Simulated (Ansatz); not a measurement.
Space group P4mm (No. 99). a = 3.993 Å, b = 3.993 Å, c = 4.224 Å, α = 90.00°, β = 90.00°, γ = 90.00°
```csv
atom,site,symmetry,x,y,z
K,1a,4mm,0.0000,0.0000,0.0085
Nb,1b,4mm,0.5000,0.5000,0.4909
O,1b,4mm,0.5000,0.5000,0.0568
O,2c,2mm.,0.5000,0.0000,0.5429
```

Equation of state of this KNbO₃ structure (not necessarily the ground state), with shape and atoms relaxed at each volume where symmetry leaves them free. Computed with Ansatz, DFT PBE, scalar-relativistic, plane waves, PAW.

Cutoff 420 eV; k points 8×8×8 on the computed 5-atom cell (Γ-centred); Gaussian smearing, width 0.02 eV; no spin polarisation.

```csv
V (Å³/atom),E − E(largest V) (meV/atom),P (GPa),gap on mesh (eV)
11.850,80.76,21.28,1.73
12.254,37.44,13.40,1.68
12.658,11.83,7.28,1.64
13.062,-0.45,2.79,1.61
13.466,-3.61,-0.01,1.60
13.870,-1.98,-1.05,1.61
14.274,0.18,-0.59,1.65
14.813,0.00,0.36,1.68
```

**Question.** Does one Birch–Murnaghan curve describe these points?

**Answer.** Not well: the fit leaves 0.54 meV/atom rms, which suggests a change of structure or state along the series.

Cost: 8 runs of about 18 core-minutes in all, on Arm Neoverse V1 (shared hosts).